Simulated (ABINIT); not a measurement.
# ZrC (P6_3/mmc) in ABINIT: further runs

One crystal, ZrC, is run at these levels: r2SCAN, TB-mBJ; tasks: band structure.

All numbers are computed with ABINIT 10.8.3 (patched build); they aren't measurements. Logs are shortened: lines on timing, memory, paths and dates and some standing lists are left out, and cuts for length are marked. The log counts tension as positive stress, the text compression.

### Step 1. The crystal as given

It takes space group P6_3/mmc (No. 194, hexagonal). Conventional cell: a = 3.391 Å, b = 3.391 Å, c = 5.290 Å, α = 90.00°, β = 90.00°, γ = 120.00°. Zr (site symmetry -6m2) has 6 C at 2.36 Å as nearest neighbours. Around C (site symmetry -3m) lie 6 Zr at 2.36 Å and 2 C at 2.65 Å.

The cell comes from a database or a generator and needn't be the stable form of this composition.

### Step 2. Band structure, r2SCAN

File run.abi:

```
ndtset 2

pp_dirpath "./"
pseudos "Zr.GGA_PBE-JTH.xml, C.GGA_PBE-JTH.xml"

acell 3.3914762718 3.3914762718 5.290053 Angstrom
rprim
     1.0000000000     0.0000000000     0.0000000000
    -0.5000000000     0.8660254038     0.0000000000
     0.0000000000     0.0000000000     1.0000000000
ntypat 2
znucl 40 6
natom 4
typat 1 1 2 2
xred
     0.6666666667     0.3333333333     0.7500000000
     0.3333333333     0.6666666667     0.2500000000
     0.0000000000     0.0000000000     0.5000000000
     0.0000000000     0.0000000000     0.0000000000

ecut 625.861884 eV
pawecutdg 45.0

ixc -497498
usekden 1
pawxcdev 0

occopt 3
tsmear 0.05 eV

nstep 100

iomode 3
prtwf 0
prteig 0
prtebands 0
enunit 1
prtden1 1
prtkden1 1

kptopt1 1
ngkpt1 9 9 5
nshiftk1 1
shiftk1 0.0 0.0 0.0
nband1 20
tolvrs1 1.0e-7

iscf2 -2
getden2 1
getkden2 1
nband2 26
nbdbuf2 4
tolwfr2 1.0e-11
kptopt2 -7
ndivsm2 8
prteig2 1
prtvol2 -3
kptbounds2
     0.0000000000     0.0000000000     0.0000000000
     0.5000000000     0.0000000000     0.0000000000
     0.3333333333     0.3333333333     0.0000000000
     0.0000000000     0.0000000000     0.0000000000
     0.0000000000     0.0000000000     0.5000000000
     0.5000000000     0.0000000000     0.5000000000
     0.3333333333     0.3333333333     0.5000000000
     0.0000000000     0.0000000000     0.5000000000
```

Potentials or basis: JTH PAW PBE v2.0.

Launch:

```console
$ abinit run.abi > log 2>&1
```

run.abo:

```text
.Version 10.8.3 of ABINIT
 DATASET    1 : space group P6_3/m m c (#194); Bravais hP (primitive hexag.)
================================================================================
 Values of the parameters that define the memory need for DATASET  1.
     intxc =       0    ionmov =       0      iscf =      17    lmnmax =      18
     lnmax =       6     mgfft =      45  mpssoang =       3    mqgrid =    3019
     natom =       4  nloc_mem =       2    nspden =       1   nspinor =       1
    nsppol =       1      nsym =      24    n1xccc =       1    ntypat =       2
    occopt =       3   xclevel =       2
       mpw =        1890          nfft =       40500          nkpt =          36
 PAW method is used; the additional fine FFT grid is defined by:
   mgfftf=        64    nfftf =    102400
================================================================================
================================================================================

 DATASET    2 : space group P6_3/m m c (#194); Bravais hP (primitive hexag.)
================================================================================
 Values of the parameters that define the memory need for DATASET  2.
     intxc =       0    ionmov =       0      iscf =      -2    lmnmax =      18
     lnmax =       6     mgfft =      45  mpssoang =       3    mqgrid =    3019
     natom =       4  nloc_mem =       2    nspden =       1   nspinor =       1
    nsppol =       1      nsym =      24    n1xccc =       1    ntypat =       2
    occopt =       3   xclevel =       2
       mpw =        1894          nfft =       40500          nkpt =          87
 PAW method is used; the additional fine FFT grid is defined by:
   mgfftf=        64    nfftf =    102400
================================================================================
================================================================================

--------------------------------------------------------------------------------
------------- Echo of variables that govern the present computation ------------
--------------------------------------------------------------------------------
 -outvars: echo values of preprocessed input variables --------
            acell      6.4089613162E+00  6.4089613162E+00  9.9967513615E+00 Bohr
              amu      9.12240000E+01  1.20110000E+01
             ecut      2.30000000E+01 Hartree
           enunit           1
           getden1          0
           getden2          1
          getkden1          0
          getkden2          1
             iscf1         17
             iscf2         -2
              ixc     -497498
           jdtset        1    2
           kptopt1          1
           kptopt2         -7
         kptrlatt        9    0    0      0    9    0      0    0    5
          kptrlen1     4.99837568E+01
          kptrlen2     3.00000000E+01
            natom           4
            nband1         20
            nband2         26
           nbdbuf1          0
           nbdbuf2          4
           ndtset           2
           ndivsm1          0
           ndivsm2          8
            ngfft          30      30      45
          ngfftdg          40      40      64
             nkpt1         36
             nkpt2         87
            nstep         100
             nsym          24
           ntypat           2
           occopt           3
        pawecutdg      4.50000000E+01 Hartree
         pawxcdev           0
        prtebands           0
           prteig1          0
           prteig2          1
          prtkden           1
           prtvol1          0
           prtvol2         -3
            prtwf           0
            rprim      1.0000000000E+00  0.0000000000E+00  0.0000000000E+00
                      -5.0000000000E-01  8.6602540380E-01  0.0000000000E+00
                       0.0000000000E+00  0.0000000000E+00  1.0000000000E+00
           shiftk1     0.00000000E+00  0.00000000E+00  0.00000000E+00
           shiftk2     5.00000000E-01  5.00000000E-01  5.00000000E-01
          spgroup         194
           tolvrs1     1.00000000E-07
           tolvrs2     0.00000000E+00
           tolwfr1     0.00000000E+00
           tolwfr2     1.00000000E-11
[... 267 lines left out ...]
         ecut(hartree)=     23.000   => boxcut(ratio)=   2.03875

 Fine grid specifications (used for densities):

 getcut: wavevector=  0.0000  0.0000  0.0000  ngfft=  40  40  64
         ecut(hartree)=     45.000   => boxcut(ratio)=   2.06681
--------------------------------------------------------------------------------

================================================================================
 Non-SCF case, kpt    1 (  0.00000  0.00000  0.00000), residuals and eigenvalues=
  4.62E-12  2.65E-12  2.31E-12  4.04E-12  4.10E-12  1.93E-12  5.07E-12  5.57E-12
  1.83E-12  5.93E-12  2.31E-12  3.01E-12  5.28E-12  5.81E-12  3.65E-12  8.12E-12
  8.85E-12  6.70E-12  3.89E-12  9.76E-12  8.55E-12  5.36E-12  1.42E-10  1.42E-07
  4.63E-04  1.34E-08
 -1.4082E+00 -1.4038E+00 -5.9443E-01 -5.6793E-01 -5.6793E-01 -5.6437E-01
 -5.6437E-01 -5.6103E-01 -2.7790E-02  1.0939E-01  2.1101E-01  3.2460E-01
  3.2460E-01  3.8830E-01  3.8830E-01  4.7697E-01  4.8567E-01  4.8567E-01
  4.9956E-01  4.9956E-01  5.2641E-01  5.6277E-01  6.0736E-01  7.1965E-01
  7.2356E-01  7.2926E-01
 Non-SCF case, kpt    2 (  0.03571  0.00000  0.00000), residuals and eigenvalues=
[... 845 lines left out ...]
 -5.6620E-01 -5.6620E-01  2.4365E-02  2.4365E-02  3.3133E-01  3.3133E-01
  3.3963E-01  3.3963E-01  3.3981E-01  3.3981E-01  5.6161E-01  5.6161E-01
  5.6396E-01  5.6396E-01  5.8769E-01  5.8769E-01  6.3530E-01  6.3530E-01
  6.3721E-01  6.3744E-01
 Non-SCF case, kpt   87 (  0.00000  0.00000  0.50000), residuals and eigenvalues=
  4.88E-12  8.19E-12  5.73E-12  4.27E-12  3.38E-12  3.19E-12  3.12E-12  6.82E-12
  8.73E-13  3.31E-12  1.93E-12  3.76E-12  1.92E-12  3.11E-12  3.46E-12  5.83E-12
  3.52E-12  1.82E-12  3.75E-12  8.70E-12  4.12E-12  6.08E-12  7.58E-12  3.75E-12
  2.10E-06  9.52E-06
 -1.4060E+00 -1.4060E+00 -5.7841E-01 -5.7841E-01 -5.6615E-01 -5.6615E-01
 -5.6615E-01 -5.6615E-01  2.4009E-02  2.4009E-02  3.3223E-01  3.3223E-01
  3.3947E-01  3.3947E-01  3.3947E-01  3.3947E-01  5.6518E-01  5.6518E-01
  5.6518E-01  5.6518E-01  5.8950E-01  5.8950E-01  6.3351E-01  6.3351E-01
  6.3357E-01  6.3363E-01

Result for kinetic energy density :

--------------------------------------------------------------------------------
 Total kinetic energy density [Ha/Bohr^3]
)     Maximum=    1.2650E+00  at reduced coord.    0.6750    0.3500    0.7500
)     Minimum=    4.3682E-03  at reduced coord.    0.6500    0.3250    0.2500
   Integrated=    3.0713E+01
--------------------------------------------------------------------------------

--- !ResultsGS
iteration_state: {dtset: 2, }
comment   : Summary of ground state results
lattice_vectors:
- [  6.4089613,   0.0000000,   0.0000000, ]
- [ -3.2044807,   5.5503233,   0.0000000, ]
- [  0.0000000,   0.0000000,   9.9967514, ]
lattice_lengths: [   6.40896,    6.40896,    9.99675, ]
lattice_angles: [ 90.000,  90.000, 120.000, ] # degrees, (23, 13, 12)
lattice_volume:   3.5560251E+02
convergence: {deltae:  0.000E+00, res2:  0.000E+00, residm:  9.991E-12, diffor:  0.000E+00, }
etotal    :  -7.96205744E+01
entropy   :   0.00000000E+00
fermie    :   4.36965459E-01
cartesian_stress_tensor: null
pressure_GPa: null
xred      :
- [  6.6667E-01,   3.3333E-01,   7.5000E-01, Zr]
- [  3.3333E-01,   6.6667E-01,   2.5000E-01, Zr]
- [ -1.1102E-16,   0.0000E+00,   5.0000E-01,  C]
- [ -1.1102E-16,   0.0000E+00,  -4.1633E-17,  C]
cartesian_forces: null
force_length_stats: {min: null, max: null, mean: null, }
...

 Integrated electronic density in atomic spheres:
 ------------------------------------------------
 Atom  Sphere_radius  Integrated_density
    1        2.22030          9.03015504
    2        2.22030          9.03015504
    3        1.50737          2.37005916
    4        1.50737          2.37005916

================================================================================

 ----iterations are completed or convergence reached----

 Mean square residual over all n,k,spin=   48.899E-13; max=  99.910E-13
 reduced coordinates (array xred) for    4 atoms
       0.666666666667      0.333333333333      0.750000000000
       0.333333333333      0.666666666667      0.250000000000
      -0.000000000000      0.000000000000      0.500000000000
      -0.000000000000      0.000000000000     -0.000000000000

 cartesian coordinates (angstrom) at end:
    1      1.69573813590000     0.97903486925457     3.96753975000000
    2     -0.00000000000000     1.95806973850914     1.32251325000000
    3     -0.00000000000000     0.00000000000000     2.64502650000000
    4     -0.00000000000000     0.00000000000000    -0.00000000000000
 length scales=  6.408961316217  6.408961316217  9.996751361537 bohr
              =  3.391476271800  3.391476271800  5.290053000000 angstroms
 Eigenvalues (   eV  ) for nkpt=  87  k points:
 kpt#   1, nband= 26, wtk=  1.00000, kpt=  0.0000  0.0000  0.0000 (reduced coord)
 -38.31818  -38.19976  -16.17516  -15.45413  -15.45413  -15.35730  -15.35730  -15.26633
  -0.75620    2.97670    5.74176    8.83282    8.83282   10.56615   10.56615   12.97914
  13.21585   13.21585   13.59375   13.59375   14.32430   15.31383   16.52706   19.58271
  19.68900   19.84409
 kpt#   2, nband= 26, wtk=  1.00000, kpt=  0.0357  0.0000  0.0000 (reduced coord)
 -38.31715  -38.19940  -16.17129  -15.46195  -15.45735  -15.36458  -15.35727  -15.26758
  -0.73368    2.96124    5.76805    8.78221    8.85361   10.51175   10.52818   13.02044
  13.08403   13.24506   13.51278   13.66433   14.48544   15.46315   16.59467   19.53562
  19.56022   19.81022
 kpt#   3, nband= 26, wtk=  1.00000, kpt=  0.0714  0.0000  0.0000 (reduced coord)
 -38.31410  -38.19832  -16.15976  -15.48506  -15.46648  -15.38579  -15.35745  -15.27135
  -0.66716    2.91581    5.84541    8.64135    8.91549   10.36372   10.42029   12.76679
  13.14203   13.33228   13.38172   13.85982   14.84936   15.82412   16.79201   19.36043
  19.39555   19.43299
 kpt#   4, nband= 26, wtk=  1.00000, kpt=  0.1071  0.0000  0.0000 (reduced coord)
 -38.30915  -38.19661  -16.14089  -15.52260  -15.48048  -15.41921  -15.35842  -15.27771
[... 404 lines left out ...]
 -38.25684  -38.25684  -15.74512  -15.74512  -15.42062  -15.42062  -15.41145  -15.41145
   0.69130    0.69130    8.95580    8.95580    9.24187    9.24187    9.27661    9.27661
  15.03077   15.03077   15.25541   15.25541   15.92787   15.92787   17.40172   17.40172
  17.58029   17.58034
 kpt#  86, nband= 26, wtk=  1.00000, kpt=  0.0196  0.0196  0.5000 (reduced coord)
 -38.25872  -38.25872  -15.74059  -15.74059  -15.40964  -15.40964  -15.40720  -15.40720
   0.66300    0.66300    9.01603    9.01603    9.24186    9.24186    9.24678    9.24678
  15.28220   15.28220   15.34600   15.34600   15.99192   15.99192   17.28741   17.28751
  17.33944   17.34562
 kpt#  87, nband= 26, wtk=  1.00000, kpt=  0.0000  0.0000  0.5000 (reduced coord)
 -38.25936  -38.25936  -15.73921  -15.73921  -15.40575  -15.40575  -15.40575  -15.40575
   0.65333    0.65333    9.04035    9.04035    9.23737    9.23737    9.23737    9.23737
  15.37937   15.37937   15.37937   15.37937   16.04114   16.04114   17.23867   17.23867
  17.24034   17.24186

== END DATASET(S) ==============================================================
================================================================================

 -outvars: echo values of variables after computation  --------
            acell      6.4089613162E+00  6.4089613162E+00  9.9967513615E+00 Bohr
           etotal1    -7.9620574430E+01
            fcart1    -1.0503438429E-29  6.6705793047E-29 -0.0000000000E+00
                       3.1510315287E-29 -6.0641630043E-30 -0.0000000000E+00
                      -1.0503438429E-29 -3.0320815022E-29 -0.0000000000E+00
                      -1.0503438429E-29 -3.0320815022E-29 -0.0000000000E+00
            rprim      1.0000000000E+00  0.0000000000E+00  0.0000000000E+00
                      -5.0000000000E-01  8.6602540380E-01  0.0000000000E+00
                       0.0000000000E+00  0.0000000000E+00  1.0000000000E+00
           strten1     8.2469280400E-05  8.2469280034E-05 -7.2878230533E-05
                       0.0000000000E+00  0.0000000000E+00  0.0000000000E+00
           xangst      1.6957381359E+00  9.7903486925E-01  3.9675397500E+00
                      -2.8261649565E-16  1.9580697385E+00  1.3225132500E+00
                      -3.7652950444E-16  0.0000000000E+00  2.6450265000E+00
                      -3.7652950444E-16  0.0000000000E+00 -2.2024269908E-16
             xred      6.6666666667E-01  3.3333333333E-01  7.5000000000E-01
                       3.3333333333E-01  6.6666666667E-01  2.5000000000E-01
                      -1.1102230246E-16  0.0000000000E+00  5.0000000000E-01
                      -1.1102230246E-16  0.0000000000E+00 -4.1633363423E-17
 Calculation completed.
```

It took 5.6 min on 1 thread of AMD EPYC 7R43 (Zen 3), shared host; peak memory 0.22 GiB.

What came out:

* Free energy: -2166.5862 eV
* Pressure: -0.9 GPa
* Band gap on the k mesh: none (metal or under the smearing width)
* Valence electrons inside the program's atomic spheres: Zr 9.03; C 2.37

Stress tensor (GPa, compression positive):
```
-2.43  0.00  0.00
 0.00 -2.43  0.00
 0.00  0.00  2.14
```

Levels at the corners of the path, in eV from the Fermi level:
| point | band 13 | band 14 | band 15 | band 16 | band 17 | band 18 | band 19 | band 20 |
| --- | --- | --- | --- | --- | --- | --- | --- | --- |
| Γ | -3.06 | -1.32 | -1.32 | 1.09 | 1.33 | 1.33 | 1.70 | 1.70 |
| M | -3.47 | -3.10 | -1.49 | -1.01 | 1.51 | 4.28 | 4.38 | 4.45 |
| K | -3.58 | -3.43 | -3.43 | 0.52 | 1.10 | 1.10 | 4.46 | 4.46 |
| Γ | -3.06 | -1.32 | -1.32 | 1.09 | 1.33 | 1.33 | 1.70 | 1.70 |
| A | -2.65 | -2.65 | -2.65 | -2.65 | 3.49 | 3.49 | 3.49 | 3.49 |
| L | -2.87 | -2.87 | -2.36 | -2.36 | 1.54 | 1.54 | 4.15 | 4.15 |
| H | -2.34 | -2.34 | -2.02 | -2.02 | 1.80 | 1.80 | 3.18 | 3.18 |
| A | -2.65 | -2.65 | -2.65 | -2.65 | 3.49 | 3.49 | 3.49 | 3.49 |

Caveat: totals of a meta-GGA on PAW files have another zero than those of a GGA; the PAW data sets were made with another functional, which shifts forces and pressure a little.

### Step 3. Band structure, TB-mBJ

Edit run.abi of step 2 so:

```diff
@@ -3,3 +3,3 @@
 pp_dirpath "./"
-pseudos "Zr.GGA_PBE-JTH.xml, C.GGA_PBE-JTH.xml"
+pseudos "Zr.LDA_PW-JTH.xml, C.LDA_PW-JTH.xml"
 
@@ -23,3 +23,3 @@
 
-ixc -497498
+ixc -208012
 usekden 1
@@ -31,2 +31,5 @@
 nstep 100
+diemix 0.3
+optforces 0
+optstress 0
```

Potentials or basis: JTH PAW LDA v2.0.

Launch:

```console
$ abinit run.abi > log 2>&1
```

Wall time 11 min (1 thread of AMD EPYC 7R43 (Zen 3), shared host); peak memory 0.19 GiB.

The run converged. Its results:

| Item | Value |
| --- | --- |
| Band gap on the k mesh | none (metal or under the smearing width) |
| Valence electrons inside the program's atomic spheres | Zr 9.06; C 2.35 |

Levels at the corners of the path, in eV from the Fermi level:
```
point  band 13  band 14  band 15  band 16  band 17  band 18  band 19  band 20
    Γ    -3.07    -1.45    -1.45     1.01     1.18     1.18     1.50     1.50
    M    -3.48    -3.05    -1.35    -1.12     1.53     4.00     4.16     4.28
    K    -3.45    -3.40    -3.40     0.53     1.01     1.01     4.16     4.16
    Γ    -3.07    -1.45    -1.45     1.01     1.18     1.18     1.50     1.50
    A    -2.69    -2.69    -2.68    -2.68     3.17     3.17     3.17     3.17
    L    -2.73    -2.73    -2.41    -2.41     1.59     1.59     3.80     3.80
    H    -2.22    -2.22    -1.95    -1.95     1.65     1.65     2.99     2.99
    A    -2.69    -2.69    -2.68    -2.68     3.17     3.17     3.17     3.17
```

Caveat: the constant c of TB-mBJ comes from the pseudo density here, which moves gaps by up to 0.3 eV between sets of potentials; the PAW data sets were made with another functional, which shifts forces and pressure a little.
